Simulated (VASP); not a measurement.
Here is a VASP 6.6.1 calculation.

The input INCAR:

```
PREC = Accurate ; ENCUT = 520
EDIFF = 1E-6 ; ISMEAR = 0
SIGMA = 0.1 ; LREAL = False
LASPH = True ; NELM = 100
ALGO = Fast ; ISIF = 2
LWAVE = False ; LCHARG = False
GGA = PS ; NBANDS = 11
```

The input KPOINTS:

```
regular mesh
0
Gamma
  14 14 14
```

The input POSCAR:

```
Ca
1.0
   -2.2425707062      2.1459312300      2.4412442679
    2.2425707062     -2.1459312300      2.4412442679
    2.2425707062      2.1459312300     -2.4412442679
Ca
1
Direct
    0.5000000000      0.5000000000      0.0000000000
```

Potentials or basis: VASP PAW PBE potentials, release 64 (Ca_sv).

Command:

```sh
$ cat potpaw_PBE.64/Ca_sv/POTCAR > POTCAR
$ mpirun -np 1 vasp_std > vasp.out
```

Problem. What does it give for the band gap on the k mesh?

Solution. None (metal or under the smearing width).

Problem. Estimate the pressure.

Solution. -2.0 GPa.

Stress tensor (GPa, compression positive):
```
-2.24  0.00  0.00
 0.00 -1.99  0.00
 0.00  0.00 -1.92
```

Caveat: the PAW data sets were made with another functional, which shifts forces and pressure a little.
